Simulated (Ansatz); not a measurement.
BaTiO3:

```
Ba Ti O
1.0
     4.00730    0.00000    0.00000
     0.00000    4.00730    0.00000
     0.00000    0.00000    8.01460
Ba Ti O
2 2 6
Direct
  0.57741 0.59500 0.23992
  0.51332 0.45608 0.76365
  0.03541 0.99821 0.01324
  0.94999 0.97117 0.51853
  0.56907 0.92563 0.97977
  0.42933 0.96655 0.50053
  0.96890 0.59557 0.98415
  0.95413 0.46286 0.52367
  0.96185 0.01025 0.22399
  0.04058 0.01868 0.75255
```

Base run:

- Program: Ansatz 0.2.0
- Functional: PBE
- Potentials or basis: Ansatz PAW
- Cutoff: 350 eV
- Density cutoff: 1400 eV
- k mesh: 7 × 7 × 4
- Occupations: fermi-dirac, width 0.05 eV
- Spin: no spin polarisation

Its results: band gap on the k mesh 1.50 eV, direct; pressure 18.3 GPa; largest force 7.884 eV/Å.

Problem. The run is repeated on the same cell with these changes: functional from PBE to PBEsol; cutoff from 350 eV to 420 eV (not typed: the program's choice for these potentials); hubbard terms from none to Ti d U = 1 eV; hubbard projectors from none to ortho-atomic (the default). What comes out?

Solution. Band gap on the k mesh 1.55 eV, direct; pressure 12.3 GPa; largest force 7.668 eV/Å.

Several settings changed at once, so the effect can't be laid on one alone.

Caveats: spin-orbit coupling is left out, which moves the levels of the heavy elements; forces of over 1 eV/Å show positions far from the minimum, so gaps and moduli don't describe the material at rest; odd divisions of the mesh miss points on the zone boundary, where band edges often lie, so the gap on the mesh can be too wide (some runs); so large a pressure means that the cell lies far from this level's equilibrium, or that cutoff or potentials fall short (some runs); the pressure holds a Pulay correction of +5.9 GPa for the finite cutoff (some runs); the cutoff lies under the one recommended for these potentials (some runs); the PAW data sets come from PBE, with cores solved anew for the run's functional, which leaves a small shift of forces and pressure (some runs).
